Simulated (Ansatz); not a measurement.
Runs of Ansatz 0.2.0 on TaN. It takes space group P6/mmm (No. 191, hexagonal). Conventional cell: a = 5.191 Å, b = 5.191 Å, c = 2.908 Å, α = 90.00°, β = 90.00°, γ = 120.00°. Ta (site symmetry -6m2) has 6 N at 2.09 Å as nearest neighbours. Ta (site symmetry 6/mmm) is surrounded by 6 N at 2.60 Å and 2 Ta at 2.91 Å. N (site symmetry mmm) has 4 Ta at 2.09 Å as nearest neighbours. 

```csv
potentials or basis,cutoff (eV),gap on the mesh (eV),pressure (GPa)
Ansatz PAW earlier set,870,none,(a)
Ansatz PAW,420,none,9.6
Ansatz PAW earlier set,900,none,9.8
Ansatz NC,1240,none,9.9
JTH PAW,1320,none,9.9
```

Alike in all rows: task single point; level PBE; no spin polarisation; cell as given; k mesh 6 × 6 × 9; smearing fermi-dirac 0.05 eV.

Q: Fill in the values left out.

A: (a) 9.7.

A k mesh can miss the band edges, and the runs leave out spin-orbit coupling on Ta.

A gap of «none» marks a metal or a gap under the smearing width.

The runs don't all hold the same shells in valence.
